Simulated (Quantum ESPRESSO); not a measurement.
Tc: equation of state with PBE

Tc:

```
Tc
1.0
     2.74000    0.00000    0.00000
    -1.37000    2.37291    0.00000
     0.00000    0.00000    4.39800
Tc
2
Direct
  0.66667 0.33333 0.75000
  0.33333 0.66667 0.25000
```

| Property | Result |
| --- | --- |
| Program | Quantum ESPRESSO 7.5 |
| Task | equation of state |
| Functional | PBE |
| Potentials or basis | SSSP 1.3 efficiency PBE |
| Cutoff | 816 eV |
| Density cutoff | 3265 eV |
| k mesh | 11 × 11 × 6 |
| Occupations | fermi-dirac, width 0.05 eV |
| Spin | no spin polarisation |
| Mixing beta | 0.5 |
| Most SCF iterations | 120 |
| SCF threshold | 4e-10 Ry |

```json
{"Equilibrium volume": "14.44 Å³/atom", "Bulk modulus at fixed shape and positions": "298 GPa", "Pressure derivative of the bulk modulus": "4.4"}
```

Energy against volume, from the lowest point:
```tsv
volume (Å³/atom)	energy (meV/atom)
13.440	71.85
13.726	34.58
14.011	11.09
14.297	0.00
14.583	0.04
14.869	10.08
15.155	29.08
```

All runs of the series together: 2.8 min on 1 thread of Arm Neoverse V1 (shared host).

Caveat: the cell was scaled at fixed shape and fractional positions, which overstates the stiffness of a crystal with free parameters, most of all of layers and chains.
